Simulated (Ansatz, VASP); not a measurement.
# Cross-check of Co (linear Co chain) between VASP and Ansatz

Aim: how closely do two programs agree when they are given the same cell, functional and k mesh? The structure shown is the end of the Ansatz relaxation below.

Main program and level: Ansatz 0.2.0; plane waves, with VASP 6.6.1 beside it; single point at RPBE.

## (1) The structure

The cell holds 1 atom: 1 Co. Cell: a = 7.500 Å, b = 7.500 Å, c = 2.262 Å, α = 90.0°, β = 90.0°, γ = 90.0°. Vacuum lies along a and b. The structure's axis is c.

## (2) Ansatz: relaxation, RPBE

Ansatz runs on its default PAW (the set named soft_2) files.

This run makes the geometry at which the two programs are then compared.

File input.yaml:

```yaml
crystal:
  lattice:
    - [7.5, 0.0, 0.0]
    - [0.0, 7.5, 0.0]
    - [0.0, 0.0, 2.3436]
  atoms:
    - { symbol: Co, position: [0.5, 0.5, 0.0], spin: 2.0 }
magnetization:
  spin_polarized: true
kpoints:
  mp_grid: { grid: [1, 1, 35] }
scf:
  occupations: { method: fermi_dirac, width: 0.05 }
hamiltonian:
  xc: rpbe
relax:
  cell: { fix: [a, b, alpha, beta, gamma] }
  max_steps: 60
```

Command:

```sh
$ ansatz run input.yaml --threads 4 --pin off --max-ram 8192MiB --backend cpu --events-out ev --progress --plain --runs-dir out
```

Numbers of over 12 decimals in the logs are rounded to 6 here.

The log of the run:

```text
Engine: ansatz 0.2.0, x86_64-unknown-linux-gnu
Pseudopotentials: kind: paw
Pseudopotential: Co, paw, valence charge 17, recommended cutoff 420 eV (normal), Co.paw.azcp
Functional definition: RPBE
  parameter kappa = 0.804
  parameter beta = 0.066725
  exchange = rpbe_x(kappa = kappa, mu = beta*pi^2/3)
  correlation = pbe_c(beta = beta)
Crystal: 1 atoms, lattice volume = 131.827 Å³
Basis set: ecut = 420 eV, 2551 PW (Γ), exchange–correlation on 108×108×32 points (8 copies of the dense FFT grid, shifted against one another)
Bands: 14, of which v1, the nominal top of the filled ones, is band 9 counted from 1 (8 counted from 0)
Symmetry: 16 space group operations
Space group: P4/mmm (ITA 123), of the structure as read, at distance tolerance 5.1e-5 Å
Magnetic group: BNS 123.339 (UNI 999), of the structure as read, at distance tolerance 5.1e-5 Å
k-points: 18 of 35
Non-local potential: Co, projectors of the file, l = 0: 3, l = 1: 2, l = 2: 3, l = 3: 1
PAW form: soft (Blöchl's): semilocal exchange-correlation on the pseudo side does not see the compensation charge
PAW frozen core: Co, regenerated for the run's functional, and the local potential with it (the file was generated under x = pbe(κ = 0.804, μ = 0.219515), c = pbe(β = 0.066725))
PAW one-centre angular grid: Co, 590 points (default); XC on 64 Gauss nodes
Initial density: superposition of atomic densities (neutral atoms: chi_scale 0, normalization atom)
Starting moments: Σ|m| = 2 μB on 1 of 1 site
Initial wavefunctions: pseudopotential atomic-orbital guess
Functional: x = rpbe, c = pbe(β = 0.066725)
SCF iter   1: F=—  HF=-5127.176648 eV  |F-HF|=—  |Δ(HF+E_count)|=         —  Δρ=3.34e-2 (↑3.34e-2 ↓8.34e-3)  dr2=1.42e0  dr2_m=3.86e-1  M=2.318 μB ∫|m|=2.325 μB  β_m=0.30  ethr=3.10e-3  ⟨swp⟩=5.2  Hψ=2918  notcnv=0
Mixer restart at iter 1: flushing history
preconditioner: auto → LDOS  [metal: Δε(μ)=0.032 eV  Ē_g=6.140 eV  σ=0.050 eV  W_gap=0.16  n_scr=20 (ndim 8)  ℏωp=9.7 eV  f_vac=0.695  D(μ)=4.26/eV (n_scr^D=24)]
spin=Collinear: LDOS preconditioning applied to the charge; magnetization (m = ρ↑ − ρ↓) channel mixes plain (no charge-response kernel on spin).
SCF iter   2: F=—  HF=-5127.575009 eV  |F-HF|=—  |Δ(HF+E_count)|=   3.98e-1  Δρ=1.87e-2 (↑1.87e-2 ↓9.69e-3)  dr2=3.86e-1  dr2_m=2.15e-1  M=2.330 μB ∫|m|=2.345 μB  β_m=0.52  ethr=3.10e-3  ⟨swp⟩=2.3  Hψ=1145  notcnv=0  defer=7
SCF iter   3: F=—  HF=-5128.044018 eV  |F-HF|=—  |Δ(HF+E_count)|=   4.69e-1  Δρ=3.67e-3 (↑3.67e-3 ↓2.92e-3)  dr2=1.99e-2  dr2_m=1.02e-2  M=2.313 μB ∫|m|=2.348 μB  β_m=0.60  ethr=2.27e-3  ⟨swp⟩=3.0  Hψ=959  notcnv=0  defer=7
SCF iter   4: F=—  HF=-5128.496439 eV  |F-HF|=—  |Δ(HF+E_count)|=         —  Δρ=2.06e-2 (↑1.66e-3 ↓2.06e-2)  dr2=8.11e-2  dr2_m=1.31e-1  M=2.312 μB ∫|m|=2.342 μB  β_m=1.00  ethr=1.17e-4  ⟨swp⟩=2.7  Hψ=1075  notcnv=0  defer=7
Mixer restart at iter 4: flushing history
SCF iter   5: F=—  HF=-5128.261926 eV  |F-HF|=—  |Δ(HF+E_count)|=   2.35e-1  Δρ=1.14e-3 (↑1.14e-3 ↓9.79e-4)  dr2=4.72e-4  dr2_m=1.15e-3  M=2.309 μB ∫|m|=2.336 μB  β_m=0.60  ethr=2.94e-4  ⟨swp⟩=2.5  Hψ=1096  notcnv=0  defer=7
SCF iter   6: F=—  HF=-5128.262719 eV  |F-HF|=—  |Δ(HF+E_count)|=   7.93e-4  Δρ=6.05e-4 (↑5.59e-4 ↓6.05e-4)  dr2=1.28e-4  dr2_m=3.51e-4  M=2.309 μB ∫|m|=2.334 μB  β_m=0.80  ethr=2.78e-6  ⟨swp⟩=2.2  Hψ=1123  notcnv=0  defer=8
SCF iter   7: F=—  HF=-5128.263206 eV  |F-HF|=—  |Δ(HF+E_count)|=   4.86e-4  Δρ=2.06e-4 (↑2.06e-4 ↓1.83e-4)  dr2=9.98e-5  dr2_m=1.12e-6  M=2.310 μB ∫|m|=2.335 μB  β_m=0.69  ethr=7.55e-7  ⟨swp⟩=2.0  Hψ=1000  notcnv=0  defer=8
SCF iter   8: F=—  HF=-5128.263172 eV  |F-HF|=—  |Δ(HF+E_count)|=   3.40e-5  Δρ=5.94e-5 (↑3.12e-5 ↓5.94e-5)  dr2=2.18e-6  dr2_m=1.08e-6  M=2.309 μB ∫|m|=2.334 μB  β_m=0.81  ethr=5.87e-7  ⟨swp⟩=2.2  Hψ=870  notcnv=0  defer=8
SCF iter   9: F=—  HF=-5128.263174 eV  |F-HF|=—  |Δ(HF+E_count)|=   1.89e-6  Δρ=8.79e-6 (↑5.64e-6 ↓8.79e-6)  dr2=5.74e-8  dr2_m=2.25e-8  M=2.309 μB ∫|m|=2.334 μB  β_m=0.85  ethr=1.28e-8  ⟨swp⟩=2.5  Hψ=903  notcnv=0  defer=8
SCF iter  10: F=-5128.263173 eV  HF=-5128.263173 eV  |F-HF|=3.23e-8  |Δ(HF+E_count)|=   2.88e-8  Δρ=2.03e-6 (↑1.74e-6 ↓2.03e-6)  dr2=4.20e-9  dr2_m=2.01e-9  M=2.309 μB ∫|m|=2.334 μB  ethr=3.38e-10  ⟨swp⟩=2.3  Hψ=1852  notcnv=0
SCF 1 converged in 10 iterations: F = -5128.263173 eV  dr2 = 4.20e-9
  greatest PAW one-centre occupation: 1.003 electrons in one spin orbital (limit 2), on the Co atom at site 0 (counted from 0), in its partial waves of l = 1
relax step   1: F+E_penalty+E_count = -5128.26317346 eV  Δ(F+E_penalty+E_count) = +0.000e0 eV  max|allowed force component| = 0.000e0 eV/Å  Δτ_max = 0.0000 Å  P = -0.551 GPa  Ω = 131.827 Å³  fix = [a, b, alpha, beta, gamma]  reactions: a -0.165, b -0.165 GPa  (10 SCF iters, dr2 threshold 1.00e-7 eV, accepted)
[...]
relax step   3: F+E_penalty+E_count = -5128.28363931 eV  Δ(F+E_penalty+E_count) = -8.924e-3 eV  max|allowed force component| = 0.000e0 eV/Å  Δτ_max = 0.0000 Å  P = -0.051 GPa  Ω = 126.643 Å³  energy of the carried Pulay correction = +5.568e-4 eV  fix = [a, b, alpha, beta, gamma]  reactions: a -0.166, b -0.166 GPa  (7 SCF iters, dr2 threshold 1.00e-7 eV, accepted)
[...]
relax step   4: F+E_penalty+E_count = -5128.28386730 eV  Δ(F+E_penalty+E_count) = -2.280e-4 eV  max|allowed force component| = 0.000e0 eV/Å  Δτ_max = 0.0000 Å  P = -0.116 GPa  Ω = 127.225 Å³  energy of the carried Pulay correction = +4.932e-4 eV  fix = [a, b, alpha, beta, gamma]  reactions: a -0.166, b -0.166 GPa  (7 SCF iters, dr2 threshold 7.89e-8 eV, accepted)
[...]
relax step   5: F+E_penalty+E_count = -5128.28336498 eV  Δ(F+E_penalty+E_count) = +5.023e-4 eV  max|allowed force component| = 0.000e0 eV/Å  Δτ_max = 0.0000 Å  P = -0.115 GPa  Ω = 127.225 Å³  fix = [a, b, alpha, beta, gamma]  reactions: a -0.165, b -0.165 GPa  stress off target by 1.42e-2 GPa on what of the cell is left free  SCF on the basis re-selected at this cell (its energy is not comparable with the rows above)  (8 SCF iters)
basis re-selected at this cell: Δ(F+E_penalty+E_count) = +5.023e-4 eV, ΔP = +0.001 GPa vs the last step (what re-selecting the basis moved, of the pressure what is left beyond the Pulay correction that the steps carried, after the strain that the cell walked since its last selection, with what the two solves' SCF thresholds leave and, on support functions, any second-order correction that the steps lacked; it is no measure of the basis error at this ecutwfc). This SCF's stress stands 1.42e-2 GPa from its target on what of the cell is left free (relax.cell.stress_tol is 5.00e-2 GPa) and its largest allowed force component is 0.00e0 eV/Å (relax.f_tol is 1.00e-2 eV/Å): [rest of the remark cut]
SCF converged after 8 iterations
Magnetization: 2.2816 μB (9.6408 up, 7.3592 down)
Absolute magnetization: 2.3044 μB (∫|ρ↑−ρ↓|, with the PAW one-centre terms)
Spin contamination: 0.0138 ħ² per cell (⟨S²⟩ above its minimum at these occupations)
Per-site moments (μB) at R_I (Å): [(2.097706, 0.932986)]
Free energy (F): -5128.283365 eV
Harris-Foulkes:  -5128.283365 eV  (|F-HF|=2.27e-11)
Internal energy: -5128.273539 eV  (E = F + TS)
E sigma→0 (E₀):  -5128.278452 eV
Entropy (-TS):   -0.009825 eV (-9.825 meV/atom)
Fermi energy:    -2.255510 eV
--- Per-component energies (eV) ---
  E_band       = -593.128679
  E_kinetic    = 449.874078
  E_local      = -7075.000108  (includes V_loc(G=0)·N_el)
  E_nonlocal   = 464.431580
  E_hartree    = 3134.520188
  E_xc         = -154.693494
  E_vxc        = -198.521507  (∫ρ·V_xc dr)
  E_paw        = -1528.382575  (= ΣΔE_a)
  E_vpaw       = -502.953142  (= ΣTr[D̂ρ^β])
  E_aug_tail   = 0.000096  (compensation charges beyond the density's cutoff)
  E_ewald      = -418.976986
  E_core_change = -0.046320  (= ΣΔE_core)
  E_smearing   = -0.009825  (= −TS)
  E_closure    = 0.000000  (closes the sum)
  Σ components = -5128.283365   (vs F -5128.283365, Δ=0.00e0)
--- Forces (eV/Å), atoms counted from 1 ---
  atom   1  Co     0.00000000     0.00000000     0.00000000
  max |Σ_I F_I| component: 1.51e-28 eV/Å
--- Stress (GPa, compression-positive) ---
       -0.164864       0.000000       0.000000
        0.000000      -0.164864       0.000000
        0.000000       0.000000      -0.014216
  P = ⅓ Tr σ = -0.1146 GPa (-1.146 kbar)
--- Relaxed structure (4 steps of the walk, 4 accepted, 1 SCFs on fresh bases) ---
  F+E_penalty+E_count = -5128.28336498 eV   max|allowed force component| = 0.000e0 eV/Å   (the final SCF, on the basis selected at the relaxed cell)
  cell:  # Å, volume = 127.2253 Å³
    - [7.5, 0.0, 0.0]
    - [0.0, 7.5, 0.0]
    - [0.0, 0.0, 2.261783]
  atoms:
    - { symbol: Co, position: [0.5, 0.5, 0.0] }
```

Reading the cycles: dr2 is the Hartree energy of the density residual (eV), the measure of convergence; HF is the Harris–Foulkes estimate of the energy, which meets the free energy F at convergence.

## (3) VASP: single point, RPBE

The same cell, functional, mesh and smearing now go to VASP, with its own data sets.

Lines of VASP's logs that name or quote its potential files are left out, and so is its time.

File INCAR:

```
SYSTEM = Co
PREC = Accurate
ENCUT = 600
EDIFF = 1E-06
NELM = 200
ISMEAR = -1
SIGMA = 0.05
LREAL = .FALSE.
ALGO = Normal
GGA = RP
NBANDS = 13
ISPIN = 2
MAGMOM = 2.1
LASPH = .TRUE.
LMAXMIX = 4
LORBIT = 11
LWAVE = .FALSE.
LCHARG = .FALSE.
ISIF = 2
GGA_COMPAT = .FALSE.
```

File POSCAR:

```
Co
1.0
    7.5000000000      0.0000000000      0.0000000000
    0.0000000000      7.5000000000      0.0000000000
    0.0000000000      0.0000000000      2.2617831381
Co
1
Direct
    0.5000000000      0.5000000000      0.0000000000
```

File KPOINTS:

```
Automatic mesh
0
Gamma
1 1 35
0 0 0
```

PAW data sets: Co (PBE family, release 64).

Command:

```sh
$ mpirun -np 1 vasp_std
```

The log of the run:

```text
[banner, memory and clock lines left out]
running    1 mpi-ranks, on    1 nodes
 distrk:  each k-point on    1 cores,    1 groups
 distr:  one band on    1 cores,    1 groups

 POSCAR found type information on POSCAR Co
 POSCAR found :  1 types and       1 ions
|                                                                             |
|               ----> ADVICE to this user running VASP <----                  |
|                                                                             |
|     You enforced a specific xc type in the INCAR file but a different       |
|     [... a line on the potential file left out ...]
|     I HOPE YOU KNOW WHAT YOU ARE DOING!                                     |
|                                                                             |

 LDA part: xc-table for (Slater+PW92), standard interpolation
 POSCAR, INCAR and KPOINTS ok, starting setup
 FFT: planning ... GRIDC
 FFT: planning ... GRID_SOFT
 FFT: planning ... GRID
 WAVECAR not read
 entering main loop
       N       E                     dE             d eps       ncg     rms          rms(c)
DAV:   1     0.388474354520E+02    0.38847E+02   -0.30339E+03   936   0.526E+02
DAV:   2    -0.263018637436E+01   -0.41478E+02   -0.35529E+02  1031   0.109E+02
DAV:   3    -0.381231140672E+01   -0.11821E+01   -0.11770E+01  1174   0.221E+01
DAV:   4    -0.382481597234E+01   -0.12505E-01   -0.12503E-01  1216   0.284E+00
DAV:   5    -0.382505506396E+01   -0.23909E-03   -0.23909E-03  1164   0.304E-01    0.639E+00
DAV:   6    -0.375155366129E+01    0.73501E-01   -0.56848E+00  1046   0.267E+01    0.576E+00
DAV:   7    -0.365057968950E+01    0.10097E+00   -0.13036E+00   954   0.122E+01    0.179E+00
DAV:   8    -0.366521327955E+01   -0.14634E-01   -0.23346E-02   961   0.707E-01    0.965E-01
DAV:   9    -0.366720868806E+01   -0.19954E-02   -0.94199E-03   961   0.735E-01    0.328E-01
DAV:  10    -0.366711027111E+01    0.98417E-04   -0.18888E-03   971   0.317E-01    0.151E-01
DAV:  11    -0.366789042810E+01   -0.78016E-03   -0.54667E-04   951   0.190E-01    0.180E-01
DAV:  12    -0.366741012231E+01    0.48031E-03   -0.68783E-04   946   0.192E-01    0.153E-01
DAV:  13    -0.366606014099E+01    0.13500E-02   -0.17836E-03   936   0.255E-01    0.552E-02
DAV:  14    -0.366663077946E+01   -0.57064E-03   -0.10625E-03   936   0.242E-01    0.286E-02
DAV:  15    -0.366645439214E+01    0.17639E-03   -0.10518E-03   936   0.255E-01    0.135E-02
DAV:  16    -0.366684214537E+01   -0.38775E-03   -0.12291E-03   941   0.269E-01    0.954E-03
DAV:  17    -0.366674307906E+01    0.99066E-04   -0.20497E-03   936   0.352E-01    0.606E-03
DAV:  18    -0.366651677991E+01    0.22630E-03   -0.10481E-03   936   0.246E-01    0.443E-03
DAV:  19    -0.366646364846E+01    0.53131E-04   -0.27484E-04   936   0.124E-01    0.126E-03
DAV:  20    -0.366644630866E+01    0.17340E-04   -0.76478E-05   946   0.603E-02    0.120E-03
DAV:  21    -0.366644428451E+01    0.20242E-05   -0.26953E-05   946   0.341E-02    0.589E-04
DAV:  22    -0.366644214882E+01    0.21357E-05   -0.11947E-05   936   0.228E-02    0.260E-04
DAV:  23    -0.366644173344E+01    0.41538E-06   -0.34936E-06   946   0.122E-02
   1 F= -.36664417E+01 E0= -.36530403E+01  d E =-.268029E-01  mag=     2.2135
```

From OUTCAR (step 3):

```text
ion  position               nearest neighbor table
   1  0.500  0.500  0.000-

  LATTYP: Found a simple tetragonal cell.
 ALAT       =     7.5000000000
 C/A-ratio  =     0.3015710851

 Subroutine GETGRP returns: Found 16 space group operations
 (whereof 16 operations were pure point group operations)

The static configuration has the point symmetry D_4h.

 Found     18 irreducible k-points:

   k-points           NKPTS =     18   k-points in BZ     NKDIM =     18   number of bands    NBANDS=     13

   dimension x,y,z NGX =    60 NGY =   60 NGZ =   18
   dimension x,y,z NGXF=   120 NGYF=  120 NGZF=   36

   ENCUT  =  600.0 eV  44.10 Ry    6.64 a.u.  14.98 14.98  4.52*2*pi/ulx,y,z

   NELECT =       9.0000    total number of electrons

 k-points in reciprocal lattice and weights: Automatic mesh
   0.00000000  0.00000000  0.00000000       0.029
   0.00000000  0.00000000  0.02857143       0.057
   0.00000000  0.00000000  0.05714286       0.057
   0.00000000  0.00000000  0.08571429       0.057
   0.00000000  0.00000000  0.11428571       0.057
   0.00000000  0.00000000  0.14285714       0.057
   0.00000000  0.00000000  0.17142857       0.057
   0.00000000  0.00000000  0.20000000       0.057
   0.00000000  0.00000000  0.22857143       0.057
[...]
0.00000000  0.00000000  0.45714286       0.057
   0.00000000  0.00000000  0.48571429       0.057

 average (electrostatic) potential at core
       1 -91.7036

 E-fermi :  -3.0588

 spin component 1
 k-point     1 :       0.0000    0.0000    0.0000
  band No.  band energies     occupation
    ...
      2      -5.5176      1.00000
      3      -5.5102      1.00000
      4      -5.2142      1.00000
      5      -4.1363      1.00000
      6      -4.1363      1.00000
      7      -0.9708      0.00000
      8      -0.9708      0.00000
      9       0.6788      0.00000
     10       1.9110      0.00000
     11       3.7818      0.00000
    ...

 k-point     2 :       0.0000    0.0000    0.0286
  band No.  band energies     occupation
    ...
      2      -5.5138      1.00000
      3      -5.5064      1.00000
      4      -5.1997      1.00000
      5      -4.1644      1.00000
      6      -4.1644      1.00000
      7      -0.9315      0.00000
      8      -0.9315      0.00000
      9       0.7018      0.00000
     10       1.9342      0.00000
     11       3.8074      0.00000
    ...

 k-point     3 :       0.0000    0.0000    0.0571
  band No.  band energies     occupation
    ...
      2      -5.5025      1.00000
      3      -5.4952      1.00000
      4      -5.1563      1.00000
      5      -4.2450      1.00000
      6      -4.2450      1.00000
      7      -0.8170      0.00000
      8      -0.8170      0.00000
      9       0.7709      0.00000
     10       2.0040      0.00000
     11       3.8841      0.00000
    ...

 k-point     4 :       0.0000    0.0000    0.0857
  band No.  band energies     occupation
    ...
      2      -5.4841      1.00000
      3      -5.4769      1.00000
      4      -5.0834      1.00000
      5      -4.3684      1.00000
      6      -4.3684      1.00000
      7      -0.6351      0.00000
      8      -0.6351      0.00000
      9       0.8861      0.00000
     10       2.1203      0.00000
     11       4.0116      0.00000
    ...

 k-point     5 :       0.0000    0.0000    0.1143
  band No.  band energies     occupation
    ...
      2      -5.4591      1.00000
      3      -5.4521      1.00000
      4      -4.9805      1.00000
      5      -4.5231      1.00000
      6      -4.5231      1.00000
      7      -0.3950      0.00000
      8      -0.3950      0.00000
      9       1.0474      0.00000
     10       2.2833      0.00000
     11       4.1893      0.00000
    ...

 k-point     6 :       0.0000    0.0000    0.1429
  band No.  band energies     occupation
    ...
      2      -5.4284      1.00000
      3      -5.4216      1.00000
      4      -4.8455      1.00000
      5      -4.6978      1.00000
      6      -4.6978      1.00000
      7      -0.1046      0.00000
      8      -0.1046      0.00000
      9       1.2551      0.00000
     10       2.4931      0.00000
     11       4.4166      0.00000
    ...

  Total       -0.1270757     -0.1270757     -1.0836271     -0.0000000     -0.0000000      0.0000000
  in kB       -1.6002932     -1.6002932    -13.6463635     -0.0000000     -0.0000000      0.0000000
  external PRESSURE =      -5.6156500 kB  Pullay stress =       0.0000000 kB

  energy-cutoff  :      600.00
  volume of cell :      127.23
      direct lattice vectors                 reciprocal lattice vectors
     7.500000000  0.000000000  0.000000000     0.133333333  0.000000000  0.000000000
     0.000000000  7.500000000  0.000000000     0.000000000  0.133333333  0.000000000
     0.000000000  0.000000000  2.261783138     0.000000000  0.000000000  0.442129037

 POSITION                                       TOTAL-FORCE (eV/Angst)
 -----------------------------------------------------------------------------------
      3.75000      3.75000      0.00000         0.000000      0.000000      0.000000
 -----------------------------------------------------------------------------------
    total drift:                                0.000000      0.000000     -0.000000

  FREE ENERGIE OF THE ION-ELECTRON SYSTEM (eV)
  ---------------------------------------------------
  free  energy   TOTEN  =        -3.6664417334 eV

  energy  without entropy=       -3.6396388441  energy(sigma->0) =       -3.65304029

 total charge
# of ion       s       p       d       tot
------------------------------------------
    1        0.505   0.127   7.224   7.856

 magnetization (x)
# of ion       s       p       d       tot
------------------------------------------
    1        0.047   0.003   2.107   2.156

[... 6 further parts left out ...]
```

The cell holds one magnetic atom, so no antiferromagnetic order fits into it.

## (4) Comparison

Known differences besides the potentials themselves: VASP starts from the moments at which Ansatz ended; the data sets hold 17 valence electrons in Ansatz (on its default PAW (the set named soft_2) files) and 9 in VASP; the cutoff is 420 eV in Ansatz and 600 eV in VASP; Ansatz makes its cores anew for this functional, VASP keeps those of its PBE data sets; Ansatz's pressure holds a Pulay correction, VASP's none; site moments are counted in spheres of each program's own size. Total energies have different zeros and are not compared.

The two programs side by side:

| quantity | Ansatz | VASP | difference |
| --- | --- | --- | --- |
| pressure (GPa) | -0.11 | -0.56 | +0.45 |
| total moment (μB) | 2.28 | 2.21 | +0.07 |
| moment on Co1 (μB) | 2.10 | 2.16 | -0.06 |

## (5) Results

| Quantity | Value |
| --- | --- |
| difference in total moment (single point, RPBE) | 0.068 μB |

The difference in total moment is 0.068 μB (single point, RPBE). The data sets hold unlike numbers of valence electrons (17 in Ansatz and 9 in VASP), so part of the differences comes from the potentials. How closely two codes agree says nothing of how well the functional describes the real material.

[Lines on the potential files, build, host, timing and source positions are cut from VASP's logs without a mark.]

[Logs are printed without paths, hosts, clocks, repeated set-up lines and the standing remarks that a program may print on its own settings, such as how far it seeks lower states.]

[Hosts, paths, dates, database ids (printed as entryN), source tags and the programs' standing remarks are cut or masked in the printed files.]
